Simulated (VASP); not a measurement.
Input of a VASP 6.6.1 run:

File INCAR:

```
SYSTEM = Na
ALGO = Normal
EDIFF = 1E-7
ENCUT = 520
GGA = PE
ISIF = 2
ISMEAR = -1
LASPH = .True.
LCHARG = .False.
LREAL = .False.
LWAVE = .False.
NBANDS = 10
NELM = 100
PREC = Accurate
SIGMA = 0.08
```

File KPOINTS:

```
k-points
0
Gamma
  13 13 13
  0 0 0
```

The input POSCAR:

```
Na
1.0
    0.0000000000      2.5279537892      2.5279537892
    2.5279537892      0.0000000000      2.5279537892
    2.5279537892      2.5279537892      0.0000000000
Na
1
Direct
    0.0000000000      0.0000000000      0.0000000000
```

Potentials or basis: VASP PAW PBE potentials, release 64 (Na_pv).

The run is started by

```bash
$ cat potpaw_PBE.64/Na_pv/POTCAR > POTCAR
$ mpirun -np 1 vasp_std > vasp.out
```

(1) What does it give for the band gap on the k mesh?

(2) Estimate the pressure.

## Answers

(1) none (metal or under the smearing width).

(2) 1.3 GPa.
